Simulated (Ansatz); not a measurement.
## AlNi3 under changes of volume

One of the cells (10.932 Å³/atom); the others are scaled copies at fixed shape and fractional positions:

```xyz
4
Lattice="3.5231 0.0000 0.0000 0.0000 3.5231 0.0000 0.0000 0.0000 3.5231" Properties=species:S:1:pos:R:3 pbc="T T T"
Ni    1.7615    1.7615    0.0000
Ni    1.7615    0.0000    1.7615
Ni    0.0000    1.7615    1.7615
Al    0.0000    0.0000    0.0000
```

The cell is a database's computed one.

* Program: Ansatz 0.2.0
* Functional: LDA
* Potentials or basis: Ansatz PAW
* Cutoff: 420 eV (not typed: the program's choice for these potentials)
* k mesh: 8 × 8 × 8
* Occupations: fermi-dirac, width 0.05 eV
* Spin: collinear spin, ferromagnetic start
* Starting moments: [1.0, 1.0, 1.0, 0.0] μB

| volume (Å³/atom) | energy over the lowest point (meV/atom) | pressure (GPa) | moment (μB per cell) |
| --- | --- | --- | --- |
| 10.276 | 4.71 | 6.0 | 0.35 |
| 10.495 | 0.00 | 1.0 | 0.41 |
| 10.713 | 1.74 | -3.5 | 0.45 |
| 10.932 | 9.20 | -7.4 | 0.49 |
| 11.151 | 21.78 | -10.9 | 0.52 |
| 11.369 | 38.88 | -14.1 | 0.55 |
| 11.588 | ? | ? | ? |

Question: What does the run at 11.588 Å³/atom give?

Answer: Energy over the lowest point 60.04 meV/atom; pressure -16.9 GPa; moment 0.58 μB per cell.

Worked out: A Birch-Murnaghan fit of order 3 (a polynomial in V^(-2/3)) to the other rows has its minimum at 10.54 Å³/atom with B0 = V·E''(V) = 221 GPa and B' = 4.5. It gives 60.12 meV/atom at 11.588 Å³/atom, against the run's 60.04, and -dE/dV = -16.9 GPa, against -16.9. A parabola through the other rows of the moment, of slope 0.0704 μB per Å³/atom there, extrapolates to 0.57 μB, against the run's 0.58.

Energies are extrapolated to zero smearing.

Caveats: the PAW data sets come from PBE, with cores solved anew for the run's functional, which leaves a small shift of forces and pressure.
